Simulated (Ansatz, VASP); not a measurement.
# Ni: VASP beside Ansatz

INCAR

```
ALGO = Normal
EDIFF = 1E-6
ENCUT = 520
GGA = PE
ISIF = 2
ISMEAR = 0
ISPIN = 2
LASPH = True
LCHARG = False
LMAXMIX = 4
LORBIT = 11
LREAL = False
LWAVE = False
MAGMOM = 2
NBANDS = 15
NELM = 150
PREC = Accurate
SIGMA = 0.1
```

The input KPOINTS:

```
k-points
0
Gamma
  8 8 8
```

Contents of POSCAR:

```
Ni
1.0
    0.0000000000      1.7375729300      1.7375729300
    1.7375729300      0.0000000000      1.7375729300
    1.7375729300      1.7375729300      0.0000000000
Ni
1
Direct
    0.0000000000      0.0000000000      0.0000000000
```

Input for Ansatz:

```yaml
crystal:
  lattice:
    - [0.0, 1.73757293, 1.73757293]
    - [1.73757293, 0.0, 1.73757293]
    - [1.73757293, 1.73757293, 0.0]
  atoms:
    - { symbol: Ni, position: [0.0, 0.0, 0.0], spin: 2.0 }
basis:
  ecutwfc: 420
kpoints:
  mp_grid: { grid: [8, 8, 8] }
hamiltonian:
  xc: pbe
scf:
  occupations: { method: gaussian, width: 0.1 }
  lower_state_search: "off"
output:
  forces: true
  stress: true
  eigenvalues: true
  populations: true
magnetization:
  spin_polarized: true
```

Alike in both runs: task single point; functional PBE; k mesh 8 × 8 × 8; occupations gaussian, width 0.1 eV; collinear spin.

```csv
,VASP,Ansatz
version,VASP 6.6.1,Ansatz 0.2.0
potentials or method,"VASP PAW PBE potentials, release 64 (Ni)","scalar-relativistic, plane waves, PAW"
plane-wave cutoff (eV),520,420
valence electrons in the cell,10,18
```

```tsv
	VASP	Ansatz	Ansatz less VASP
gap on the k mesh at the Fermi level (eV)	none	none	-
pressure (GPa)	8.3	8.5	+0.16
net moment per atom (μB)	0.70	0.70	0.000
size of the moment on the site where the two differ most (μB)	0.71	0.74	+0.029
```

Site moments also hang on the region over which each program counts them. A gap of «none» marks a metal or a gap that the smearing closes. The two sets of potentials don't hold the same shells in valence.

Caveats: the k mesh is coarse (spacing up to 0.39 Å⁻¹), so the values aren't converged.
